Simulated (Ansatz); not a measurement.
Input and command of a calculation in Ansatz (plane waves; scalar-relativistic PAW potentials unless the input names others):

```yaml
crystal:
  lattice:
    - [3.8206509038, 5.3916e-06, 0.0]
    - [-5.2279e-06, 3.8206509038, 0.0]
    - [0.0, 0.0, 30.6344298968]
  atoms:
    - { symbol: Sn, position: [0.9998505288, 0.9998505288, 0.4614165615] }
    - { symbol: O, position: [0.9998515282, 0.499851077, 0.5000006575] }
    - { symbol: O, position: [0.499851077, 0.9998515282, 0.5000006575] }
    - { symbol: Sn, position: [0.4998494254, 0.4998494254, 0.5385847816] }
  periodic: [true, true, false]
  symmetry: { detect: false }
basis:
  ecutwfc: 420
  precision: f64
kpoints:
  mp_grid: { grid: [6, 6, 1] }
hamiltonian:
  xc: pbe
  dispersion: d3bj
scf:
  occupations: { method: gaussian, width: 0.02 }
  eigensolver: { kind: davidson }
output:
  forces: true
  eigenvalues: true
  stress: true
```

```bash
ansatz run input.yaml --threads 2 --pin off --max-ram 5120MiB --backend cpu --events-out ev --progress --plain --runs-dir out
```

Abridged log:
```
Pseudopotentials: kind: paw
Pseudopotential: Sn, paw, valence charge 14, recommended cutoff 420 eV (normal)
Pseudopotential: O, paw, valence charge 6, recommended cutoff 420 eV (normal)
Functional definition: PBE
Crystal: 4 atoms, lattice volume = 447.182 Å³
Basis set: ecut = 420 eV, 8703 PW (Γ), exchange–correlation on 54×54×432 points (8 copies of the dense FFT grid, shifted against one another)
Bands: 24, of which v1, the nominal top of the filled ones, is band 20 counted from 1 (19 counted from 0)
Symmetry: 1 space group operations
k-points: 20 of 36 (time reversal used)
Initial density: superposition of atomic densities (neutral atoms: chi_scale 0, normalization atom), corrected by the library's trained network
Initial wavefunctions: pseudopotential atomic-orbital guess
Functional: x = pbe(κ = 0.804, μ = 0.21951497), c = pbe(β = 0.06672455)
SCF iter   1: F=—  HF=-13183.807867 eV  |F-HF|=—  |Δ(HF+E_count)|=         —  Δρ=1.62e-3  dr2=2.84e-2  ethr=1.77e-3  ⟨swp⟩=10.4  Hψ=2315  notcnv=0
SCF iter   2: F=—  HF=-13183.812261 eV  |F-HF|=—  |Δ(HF+E_count)|=   4.39e-3  Δρ=1.85e-3  dr2=1.73e-2  ethr=7.10e-5  ⟨swp⟩=6.9  Hψ=1702  notcnv=0  defer=9
SCF iter   3: F=—  HF=-13183.809487 eV  |F-HF|=—  |Δ(HF+E_count)|=   2.77e-3  Δρ=3.61e-4  dr2=9.31e-4  ethr=2.27e-6  ⟨swp⟩=4.6  Hψ=2410  notcnv=0  defer=14
SCF iter   4: F=—  HF=-13183.811104 eV  |F-HF|=—  |Δ(HF+E_count)|=   1.62e-3  Δρ=1.13e-4  dr2=9.27e-5  ethr=2.27e-6  ⟨swp⟩=5.5  Hψ=1253  notcnv=0  defer=26
SCF iter   5: F=—  HF=-13183.811257 eV  |F-HF|=—  |Δ(HF+E_count)|=   1.53e-4  Δρ=6.06e-5  dr2=1.37e-5  ethr=2.32e-7  ⟨swp⟩=4.7  Hψ=1279  notcnv=0  defer=11
SCF iter   6: F=—  HF=-13183.811266 eV  |F-HF|=—  |Δ(HF+E_count)|=   9.46e-6  Δρ=3.95e-5  dr2=6.09e-6  ethr=3.44e-8  ⟨swp⟩=4.2  Hψ=1498  notcnv=0  defer=4
SCF iter   7: F=—  HF=-13183.811264 eV  |F-HF|=—  |Δ(HF+E_count)|=   2.42e-6  Δρ=1.61e-5  dr2=1.07e-6  ethr=1.52e-8  ⟨swp⟩=3.1  Hψ=1022  notcnv=0  defer=4
SCF iter   8: F=—  HF=-13183.811263 eV  |F-HF|=—  |Δ(HF+E_count)|=   3.15e-7  Δρ=4.18e-6  dr2=1.02e-7  ethr=2.69e-9  ⟨swp⟩=4.2  Hψ=1269  notcnv=0  defer=4
SCF iter   9: F=-13183.811263 eV  HF=-13183.811263 eV  |F-HF|=4.96e-9  |Δ(HF+E_count)|=   3.82e-9  Δρ=1.42e-6  dr2=5.00e-9  ethr=2.54e-10  ⟨swp⟩=3.8  Hψ=1171  notcnv=0  defer=3
SCF 1 converged in 9 iterations: F = -13183.811263 eV  dr2 = 5.00e-9
  Residual-converged pass: ⟨swp⟩=4.7  Hψ=1442  notcnv=0  max |occ|·‖R‖ = 6.5e-6 eV (tolerance 6.7e-6 eV) dr2=5.50e-9  dr2_onsite=1.39e-9  max |Δocc| = 0.0e0
SCF converged after 9 iterations
Free energy (F): -13183.811263 eV
Harris-Foulkes:  -13183.811263 eV  (|F-HF|=4.96e-9)
Internal energy: -13183.811263 eV  (E = F + TS)
E sigma→0 (E₀):  -13183.811263 eV
Fermi energy:    -3.848345 eV
  E_disp       = -0.548262  (pairwise vdW)
--- Forces (eV/Å), atoms counted from 1 ---
  atom   1  Sn     0.00000410     0.00000424    -0.00009568
  atom   2  O     -0.00003060    -0.00000243    -0.00002857
  atom   3  O     -0.00000253    -0.00003048    -0.00002900
  atom   4  Sn     0.00002880     0.00002895     0.00012931
--- 2D stress c σ (N/m, compression-positive) ---
       -0.002928      -0.000002       0.000000
       -0.000002      -0.002929       0.000000
        0.000000       0.000000       0.000000
  P = ½ c Tr σ = -0.0029 N/m
  ° read free of the cell's end (the report's vacuum.weakly_bound_levels)
```

Apart from outputs and empty bands, the input differs from a reference run on usual settings in crystal.symmetry: not typed → {"detect": false}; scf.eigensolver.kind: not typed → "davidson"; basis.precision: not typed → "f64". The reference, at the same geometry, gave largest force 0.000 eV/Å, gap on the mesh 3.11 eV. This run converged in 9 SCF iterations with an energy at zero smearing within 0.01 meV/atom of the reference's, largest force 0.000 eV/Å, gap on the mesh 3.11 eV.

The run took 9.6 s on 2 threads of Intel(R) Xeon(R) 6975P-C (Granite Rapids), on a shared host, peak memory 0.6 GiB.